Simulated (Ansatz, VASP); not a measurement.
## Sr: VASP beside Ansatz

```
Sr
1.0
     3.17841    0.00000    0.00000
     0.00000    3.17841    0.00000
     0.00000    0.00000    3.17841
Sr
1
Direct
  0.00000 0.00000 0.00000
```

Alike in both runs: functional LDA; k mesh 12 × 12 × 12; occupations fermi-dirac, width 0.1 eV; no spin polarisation.

Ansatz relaxed the structure, and its values are those at the end. VASP's run is a single point on that final structure, the one shown.

|  | VASP | Ansatz |
| --- | --- | --- |
| version | VASP 6.6.1 | Ansatz 0.2.0 |
| potentials or method | VASP PAW LDA potentials, release 64 (Sr_sv), cutoff 520 eV | all-electron LAPW, scalar-relativistic |

```csv
,VASP,Ansatz,Ansatz less VASP
pressure (GPa),8.2,8.1,-0.14
```

Ansatz ran all-electron here, so the differences hold the error of VASP's frozen core and of both bases.
